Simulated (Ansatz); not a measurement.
**Ti: single point with PBE**

The system is Ti.

```
Ti
1.0
     2.95000    0.00000    0.00000
    -1.47500    2.55477    0.00000
     0.00000    0.00000    4.68000
Ti
2
Direct
  0.66667 0.33333 0.75000
  0.33333 0.66667 0.25000
```

```yaml
Program: Ansatz 0.2.0
Task: single point
Functional: PBE
Potentials_or_basis: all-electron LAPW, scalar-relativistic
Cutoff: 204 eV (chosen from the basis error)
Basis_error_allowed: 0.002 eV/atom
k_mesh: 5 × 5 × 3
Occupations: fermi-dirac, width 0.02 eV
Spin: no spin polarisation
```

The pressure is -1.7 GPa and the band gap on the k mesh is none (metal or under the smearing width).

Stress tensor (GPa, compression positive):
```
-1.24  0.00  0.00
 0.00 -1.24  0.00
 0.00  0.00 -2.71
```

Levels at points of the mesh, in eV from the Fermi level:
| k point | band 9 | band 10 | band 11 | band 12 | band 13 | band 14 | band 15 | band 16 |
| --- | --- | --- | --- | --- | --- | --- | --- | --- |
| (0.00, 0.00, 0.00) | -6.13 | -2.62 | 0.73 | 0.81 | 0.81 | 0.90 | 1.29 | 1.29 |

It took 1.3 s on 1 thread of Intel(R) Xeon(R) Platinum 8488C (Sapphire Rapids), with other jobs on the host, peak memory 0.3 GiB.

Caveat: the k mesh is coarse (spacing up to 0.49 Å⁻¹), so the values aren't converged.
